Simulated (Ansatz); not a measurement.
# HfO2: the cost of one run

Computed with Ansatz 0.2.0 (DFT PBE, scalar-relativistic, plane waves, PAW, unless a step's input says otherwise).

## (1) Starting point

The structure is orthorhombic, space group Pca2_1 (No. 29). The conventional cell has a = 5.219 Å, b = 5.005 Å, c = 5.033 Å, α = 90.00°, β = 90.00°, γ = 90.00°. Around Hf (site symmetry 1) lie 7 O at 2.02 to 2.23 Å. Around O (site symmetry 1) lie 3 Hf at 2.02 to 2.13 Å. O (site symmetry 1) is surrounded by 4 Hf at 2.11 to 2.23 Å.

Structure file:

```xyz
48
Lattice="-5.2195 5.0048 5.0327 5.2195 -5.0048 5.0327 5.2195 5.0048 -5.0327" Properties=species:S:1:pos:R:3 pbc="T T T"
Hf    0.1723    1.3387    1.2151
Hf    0.1723    1.3387    6.2478
Hf    0.1723    6.3434    1.2151
Hf    5.3917    1.3387    1.2151
Hf    2.4375    1.3387   -1.3013
Hf    2.4375    1.3387    3.7314
Hf    2.4375    6.3434   -1.3013
Hf    7.6569    1.3387   -1.3013
Hf   -2.4375    3.6661    6.2478
Hf    2.7820   -1.3387    6.2478
Hf    2.7820    3.6661    1.2151
Hf    2.7820    3.6661    6.2478
Hf   -0.1723    3.6661    3.7314
Hf    5.0472   -1.3387    3.7314
Hf    5.0472    3.6661   -1.3012
Hf    5.0472    3.6661    3.7314
O     1.9201    0.3571    1.9087
O     1.9201    0.3571    6.9414
O     1.9201    5.3619    1.9087
O     7.1396    0.3571    1.9087
O    -4.5298    5.3619    4.4251
O     0.6896    0.3571    4.4251
O     0.6896    5.3619   -0.6076
O     0.6896    5.3619    4.4251
O    -1.3886    2.3028    2.4776
O    -1.3886    2.3028    7.5102
O    -1.3886    7.3075    2.4776
O     3.8308    2.3028    2.4776
O    -1.2211    2.3028    4.9939
O     3.9984   -2.7020    4.9939
O     3.9984    2.3028   -0.0388
O     3.9984    2.3028    4.9939
O     1.3886    2.7020   -0.0388
O     1.3886    2.7020    4.9939
O     1.3886    7.7068   -0.0388
O     6.6081    2.7020   -0.0388
O     1.2211    2.7020    2.4776
O     6.4405   -2.3028    2.4776
O     6.4405    2.7020   -2.5551
O     6.4405    2.7020    2.4776
O    -0.6896    4.6476    1.9087
O     4.5298   -0.3571    1.9087
O     4.5298    4.6476   -3.1240
O     4.5298    4.6476    1.9087
O    -1.9201    4.6476    4.4251
O     3.2994   -0.3571    4.4251
O     3.2994    4.6476   -0.6076
O     3.2994    4.6476    4.4251
```

The runs take a perfect supercell of 48 atoms; the defect goes to fractional position (0.225, 0.374, 0.220).

## (2) The perfect supercell

Input file input.yaml:

```yaml
crystal:
  lattice:
    - [-5.219463, 5.004764, 5.032685]
    - [5.219463, -5.004764, 5.032685]
    - [5.219463, 5.004764, -5.032685]
  atoms:
    - { symbol: Hf, position: [0.25446, 0.137223, 0.150243] }
    - { symbol: Hf, position: [0.75446, 0.637223, 0.150243] }
    - { symbol: Hf, position: [0.75446, 0.137223, 0.650243] }
    - { symbol: Hf, position: [0.25446, 0.637223, 0.650243] }
    - { symbol: Hf, position: [0.00446, 0.104217, 0.367237] }
    - { symbol: Hf, position: [0.50446, 0.604217, 0.367237] }
    - { symbol: Hf, position: [0.50446, 0.104217, 0.867237] }
    - { symbol: Hf, position: [0.00446, 0.604217, 0.867237] }
    - { symbol: Hf, position: [0.986981, 0.387223, 0.132763] }
    - { symbol: Hf, position: [0.486981, 0.887223, 0.132763] }
    - { symbol: Hf, position: [0.486981, 0.387223, 0.632763] }
    - { symbol: Hf, position: [0.986981, 0.887223, 0.632763] }
    - { symbol: Hf, position: [0.736981, 0.354217, 0.349757] }
    - { symbol: Hf, position: [0.236981, 0.854217, 0.349757] }
    - { symbol: Hf, position: [0.236981, 0.354217, 0.849757] }
    - { symbol: Hf, position: [0.736981, 0.854217, 0.849757] }
    - { symbol: O, position: [0.225311, 0.37357, 0.219614] }
    - { symbol: O, position: [0.725311, 0.87357, 0.219614] }
    - { symbol: O, position: [0.725311, 0.37357, 0.719614] }
    - { symbol: O, position: [0.225311, 0.87357, 0.719614] }
    - { symbol: O, position: [0.975311, 0.005697, 0.101741] }
    - { symbol: O, position: [0.475311, 0.505697, 0.101741] }
    - { symbol: O, position: [0.475311, 0.005697, 0.601741] }
    - { symbol: O, position: [0.975311, 0.505697, 0.601741] }
    - { symbol: O, position: [0.476205, 0.11312, 0.097033] }
    - { symbol: O, position: [0.976205, 0.61312, 0.097033] }
    - { symbol: O, position: [0.976205, 0.11312, 0.597033] }
    - { symbol: O, position: [0.476205, 0.61312, 0.597033] }
    - { symbol: O, position: [0.726205, 0.379172, 0.113084] }
    - { symbol: O, position: [0.226205, 0.879172, 0.113084] }
    - { symbol: O, position: [0.226205, 0.379172, 0.613084] }
    - { symbol: O, position: [0.726205, 0.879172, 0.613084] }
    - { symbol: O, position: [0.266088, 0.129172, 0.402967] }
    - { symbol: O, position: [0.766088, 0.629172, 0.402967] }
    - { symbol: O, position: [0.766088, 0.129172, 0.902967] }
    - { symbol: O, position: [0.266088, 0.629172, 0.902967] }
    - { symbol: O, position: [0.516088, 0.36312, 0.386916] }
    - { symbol: O, position: [0.016088, 0.86312, 0.386916] }
    - { symbol: O, position: [0.016088, 0.36312, 0.886916] }
    - { symbol: O, position: [0.516088, 0.86312, 0.886916] }
    - { symbol: O, position: [0.653956, 0.12357, 0.398259] }
    - { symbol: O, position: [0.153956, 0.62357, 0.398259] }
    - { symbol: O, position: [0.153956, 0.12357, 0.898259] }
    - { symbol: O, position: [0.653956, 0.62357, 0.898259] }
    - { symbol: O, position: [0.903956, 0.255697, 0.280386] }
    - { symbol: O, position: [0.403956, 0.755697, 0.280386] }
    - { symbol: O, position: [0.403956, 0.255697, 0.780386] }
    - { symbol: O, position: [0.903956, 0.755697, 0.780386] }
basis:
  ecutwfc: 420
  fft_grid_basis: typed
kpoints:
  mp_grid: { grid: [2, 2, 2] }
hamiltonian:
  xc: pbe
  pseudopotentials: { kind: paw }
scf:
  occupations: { method: gaussian, width: 0.05 }
output:
  forces: true
  stress: false
  eigenvalues: true
  bader: false
  write_density: true
  volumetric_format: npy
```

Started as:

```bash
> ansatz run input.yaml --threads 4 --pin off --max-ram 10240MiB --backend cpu --events-out ev --progress --plain --runs-dir out
```

Q: Estimate wall time and peak memory on 4 threads of Arm Neoverse V1, shared host.

About 25 s, with a peak of 3.6 GiB.
